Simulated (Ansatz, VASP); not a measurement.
## One calculation of CdS, two programs

```
CELL_PARAMETERS angstrom
0.00000 2.91160 2.91160
2.91160 0.00000 2.91160
2.91160 2.91160 0.00000
ATOMIC_POSITIONS crystal
Cd 0.00000 0.00000 0.00000
S 0.25000 0.25000 0.25000
```

Alike in both runs: task single point; functional PBEsol; k mesh 8 × 8 × 8; occupations gaussian, width 0.02 eV; no spin polarisation.

|  | VASP | Ansatz |
| --- | --- | --- |
| version | VASP 6.6.1 | Ansatz 0.2.0 |
| potentials or method | VASP PAW PBE potentials, release 64 (Cd, S) | scalar-relativistic, plane waves, PAW |
| plane-wave cutoff (eV) | 520 | 420 |
| valence electrons in the cell | 18 | 26 |

```tsv
	VASP	Ansatz	Ansatz less VASP
gap on the k mesh at the Fermi level (eV)	1.02	1.01	-0.005
least direct gap on the mesh (eV)	1.02	1.01	-0.005
pressure (GPa)	0.4	0.0	-0.39
```

The functional is the same, so the differences come from potentials, cutoffs and numerics. The two sets of potentials don't hold the same shells in valence.

Caveats: the PAW data sets were made with another functional, which shifts forces and pressure a little (VASP). As with any semilocal functional, this PBEsol gap is likely too small.
